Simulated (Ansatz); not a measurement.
# TiB3: the cost of one run

Program: Ansatz 0.2.0. Level of theory: DFT PBEsol, scalar-relativistic, plane waves, PAW. These are calculated values, not measurements.

1 further run of the same task is left out (set aside as unsound or not needed).

**1. The structure to begin with**

Symmetry: I4/mmm, No. 139, tetragonal system. The conventional cell has a = 3.816 Å, b = 3.816 Å, c = 8.554 Å, α = 90.00°, β = 90.00°, γ = 90.00°. Ti (site symmetry 4/mmm) is surrounded by 12 Al at 2.70 to 2.87 Å. Around Al (site symmetry 4/mmm) lie 4 Ti at 2.70 Å and 8 Al at 2.87 Å. Around Al (site symmetry -4m2) lie 8 Al at 2.70 to 2.87 Å and 4 Ti at 2.87 Å.

As a file:

```cif
data_structure
_symmetry_space_group_name_H-M 'P 1'
_symmetry_Int_Tables_number 1
_cell_length_a 5.0569
_cell_length_b 5.0569
_cell_length_c 5.0569
_cell_angle_alpha 135.671
_cell_angle_beta 135.671
_cell_angle_gamma 64.489
_cell_volume 62.27
loop_
_atom_site_label
_atom_site_type_symbol
_atom_site_fract_x
_atom_site_fract_y
_atom_site_fract_z
_atom_site_occupancy
Ti1 Ti 0.00000 0.00000 0.00000 1
Al1 Al 0.50000 0.50000 0.00000 1
Al2 Al 0.75000 0.25000 0.50000 1
Al3 Al 0.25000 0.75000 0.50000 1
```

It goes back to an entry of the Materials Project, which need not be the stable form.

It is the result of an earlier relaxation at this level (volume 15.57 Å³/atom; gap on the mesh: none (metal)).

**2. Swap Al → B**

The start of TiB3: fractional positions of relaxed TiAl3, cell scaled by 0.855, a guess from tabulated radii.

**3. Probe: one point at the start (TiB3)**

The input, input.yaml:

```yaml
crystal:
  lattice:
    - [-1.6306189079, 1.6306189079, 3.6556487273]
    - [1.6306189079, -1.6306189079, 3.6556487273]
    - [1.6306189079, 1.6306189079, -3.6556487273]
  atoms:
    - { symbol: Ti, position: [0.0, 0.0, 0.0] }
    - { symbol: B, position: [0.5, 0.5, 0.0] }
    - { symbol: B, position: [0.75, 0.25, 0.5] }
    - { symbol: B, position: [0.25, 0.75, 0.5] }
basis:
  ecutwfc: 420
kpoints:
  mp_grid: { grid: [8, 8, 8] }
hamiltonian:
  xc: pbesol
scf:
  occupations: { method: gaussian, width: 0.1 }
output:
  forces: true
  stress: true
  eigenvalues: true
```

Started as:

```console
$ ansatz run input.yaml --threads 1 --pin off --max-ram 2560MiB --backend cpu --events-out ev --progress --plain --runs-dir out
```

What time and memory should one allow on 1 thread of Intel Xeon 6975P-C (Granite Rapids), shared host?

About 1.1 s, with a peak of 0.39 GiB.
